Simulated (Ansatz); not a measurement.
Values for one crystal, relaxed and computed with LDA (plane waves, PAW; program Ansatz); other levels are named.

```yaml
volume_per_atom: 11.51 Å³
band_gap: 2.84 eV (indirect)
Highest zone-centre frequency (without LO–TO term): 857 cm⁻¹
Electronic dielectric constant ε∞ (DFPT): 5.91 (xx), 6.12 (yy), 6.23 (zz)
conduction_band_minimum: at Γ
smallest_direct_gap_on_the_standard_path: 3.04 eV
electron_effective_mass: 0.96, 2.6, 7.7 mₑ (principal values)
```

Q: Which compound is it?
(A) SiO2, I4/mmm (Si on 8h, O on 8f, O on 8i)
(B) TiO2, C2/m (Pearson symbol mS24)
(C) Ag2S, C2/m (Ag on 2a, Ag on 4i, Ag on 2c, S on 4i)
(D) Li2O, anti-fluorite

A: B, TiO2, C2/m (Pearson symbol mS24)

The first step of the workflow began from a Materials Project structure, measured or hypothetical; the Crystallography Open Database copy checked does not list it. It is not the phase usual at ambient conditions (space group No. 61, 136, 141). Symmetry was held in the LDA relaxation; whether a distortion lowers the energy is not shown. No spin polarisation was allowed.

Potentials: the later of the program's two PAW sets.
